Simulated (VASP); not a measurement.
All values below come from SCAN meta-GGA, VASP's PBE PAW potentials (set 64) (plane waves; VASP).

A VASP calculation is set up with these files.

### POSCAR
```
BeO
4.3635960
  0.3079691516  -0.5334183104   0.0000000000
  0.3079691516   0.5334183104   0.0000000000
  0.0000000000   0.0000000000   1.0000000161
Be O
2 2
Cartesian
  0.3079691516  -0.1778064591   0.5000124825
  0.3079691516   0.1778064591   0.0000124744
  0.3079691516  -0.1778064591   0.8779875398
  0.3079691516   0.1778064591   0.3779875317
```

### KPOINTS
```
Automatic mesh
0
Gamma
11 11 6
0 0 0
```

**INCAR**
```
ALGO  =  Normal
EDIFF  =  1E-7
ENCUT  =  520
ISIF  =  2
ISMEAR  =  -5
LASPH  =  T
LCHARG  =  F
LEFG  =  T
LMIXTAU  =  T
LORBIT  =  11
LREAL  =  F
LWAVE  =  F
METAGGA  =  SCAN
NEDOS  =  601
NELM  =  100
PREC  =  Accurate
SYSTEM  =  BeO
```

### KPOINTS_OPT
```
k-points along high-symmetry lines
6
Line-mode
Reciprocal
  0.000000   0.000000   0.000000 ! GAMMA
 -0.000000   0.500000   0.000000 ! M

 -0.000000   0.500000   0.000000 ! M
 -0.333333   0.666667   0.000000 ! K

 -0.333333   0.666667   0.000000 ! K
  0.000000   0.000000   0.000000 ! GAMMA

  0.000000   0.000000   0.000000 ! GAMMA
  0.000000   0.000000   0.500000 ! A

  0.000000   0.000000   0.500000 ! A
 -0.000000   0.500000   0.500000 ! L

 -0.000000   0.500000   0.500000 ! L
 -0.333333   0.666667   0.500000 ! H

 -0.333333   0.666667   0.500000 ! H
  0.000000   0.000000   0.500000 ! A

 -0.000000   0.500000   0.500000 ! L
 -0.000000   0.500000   0.000000 ! M

 -0.333333   0.666667   0.500000 ! H
 -0.333333   0.666667   0.000000 ! K
```

POTCAR, in this order: Be O (PBE.64 set). Program: vasp_std.

Output of the run:

**OSZICAR**
```
       N       E                     dE             d eps       ncg     rms          rms(c)
DAV:   1     0.549608817138E+02    0.54961E+02   -0.91256E+03  1536   0.131E+03
DAV:   2    -0.369628251682E+02   -0.91924E+02   -0.87503E+02  2028   0.291E+02
DAV:   3    -0.401469138820E+02   -0.31841E+01   -0.31728E+01  2024   0.575E+01
DAV:   4    -0.401693610539E+02   -0.22447E-01   -0.22440E-01  1848   0.546E+00
DAV:   5    -0.401696456797E+02   -0.28463E-03   -0.28458E-03  1956   0.522E-01    0.872E+00
DAV:   6    -0.333010363835E+02    0.68686E+01   -0.38053E+00  1668   0.174E+01    0.288E+00
DAV:   7    -0.333286465714E+02   -0.27610E-01   -0.23211E+00  1748   0.202E+01    0.224E+00
DAV:   8    -0.329866754924E+02    0.34197E+00   -0.25964E-01  1536   0.713E+00    0.111E+00
DAV:   9    -0.331870746798E+02   -0.20040E+00   -0.10259E-01  1592   0.396E+00    0.223E-01
DAV:  10    -0.333425758460E+02   -0.15550E+00   -0.67229E-02  1560   0.310E+00    0.906E-02
DAV:  11    -0.333441071777E+02   -0.15313E-02   -0.95097E-04  2032   0.403E-01    0.692E-02
DAV:  12    -0.333474443319E+02   -0.33372E-02   -0.21557E-03  1576   0.697E-01    0.699E-02
DAV:  13    -0.333474577494E+02   -0.13417E-04   -0.59391E-04  1672   0.265E-01    0.630E-03
DAV:  14    -0.333476610047E+02   -0.20326E-03   -0.47889E-05  1656   0.104E-01    0.383E-03
DAV:  15    -0.333476632245E+02   -0.22197E-05   -0.23801E-05  1780   0.707E-02    0.701E-03
DAV:  16    -0.333477028448E+02   -0.39620E-04   -0.76606E-06  1784   0.402E-02    0.771E-04
DAV:  17    -0.333476915593E+02    0.11285E-04   -0.10300E-06  1644   0.167E-02    0.289E-04
DAV:  18    -0.333476949960E+02   -0.34366E-05   -0.50282E-08  1372   0.339E-03    0.387E-04
DAV:  19    -0.333476914450E+02    0.35510E-05   -0.13944E-08   996   0.175E-03    0.203E-04
DAV:  20    -0.333476925024E+02   -0.10575E-05   -0.15575E-09   912   0.632E-04    0.869E-05
DAV:  21    -0.333476921070E+02    0.39545E-06   -0.19001E-10   892   0.201E-04    0.770E-05
DAV:  22    -0.333476921183E+02   -0.11318E-07   -0.29311E-10   876   0.228E-04
   1 F= -.33347692E+02 E0= -.33347692E+02  d E =0.000000E+00
       N       E                     dE             ncg
```

OUTCAR:
```
------------------------ aborting loop because EDIFF is reached ----------------------------------------
  FORCE on cell =-STRESS in cart. coord.  units (eV):
  Direction    XX          YY          ZZ          XY          YZ          ZX
  --------------------------------------------------------------------------------------
  Total       -0.0076336     -0.0076336      0.0193502      0.0000000     -0.0000000      0.0000000
  in kB       -0.4480253     -0.4480254      1.1356860      0.0000000     -0.0000000      0.0000000
  external PRESSURE =       0.0798784 kB  Pullay stress =       0.0000000 kB
  volume of cell :       27.30
      direct lattice vectors                 reciprocal lattice vectors
     1.343852958 -2.327622006  0.000000000     0.372064516 -0.214811511  0.000000000
     1.343852958  2.327622006  0.000000000     0.372064516  0.214811511  0.000000000
     0.000000000  0.000000000  4.363596070     0.000000000  0.000000000  0.229168783
 POSITION                                       TOTAL-FORCE (eV/Angst)
 -----------------------------------------------------------------------------------
      1.34385     -0.77588      2.18185        -0.000000      0.000000      0.004106
      1.34385      0.77588      0.00005        -0.000000      0.000000      0.004106
      1.34385     -0.77588      3.83118         0.000000     -0.000000     -0.004106
      1.34385      0.77588      1.64938        -0.000000      0.000000     -0.004106
 -----------------------------------------------------------------------------------
    total drift:                               -0.000000      0.001581      0.004476
  FREE ENERGIE OF THE ION-ELECTRON SYSTEM (eV)
  ---------------------------------------------------
  free  energy   TOTEN  =       -33.3476921183 eV

  energy  without entropy=      -33.3476921183  energy(sigma->0) =      -33.34769212

 total charge

# of ion       s       p       d       tot
------------------------------------------
    1        0.433   0.826   0.000   1.259
    2        0.433   0.826   0.000   1.259
    3        1.553   3.707   0.000   5.260
    4        1.553   3.707   0.000   5.260
--------------------------------------------------
tot          3.973   9.065   0.000  13.038

 Electric field gradients after diagonalization (V/A^2)
 (convention: |V_zz| > |V_xx| > |V_yy|)
----------------------------------------------------------------------
 ion       V_xx      V_yy      V_zz     asymmetry (V_yy - V_xx)/ V_zz
----------------------------------------------------------------------
   1      -0.245    -0.245     0.490       0.000
   2      -0.245    -0.245     0.490       0.001
   3      -0.559    -0.555     1.114       0.004
   4      -0.559    -0.555     1.114       0.004
```
(Selected blocks of OUTCAR.)

The compound is BeO in the wurtzite structure. It was relaxed first.
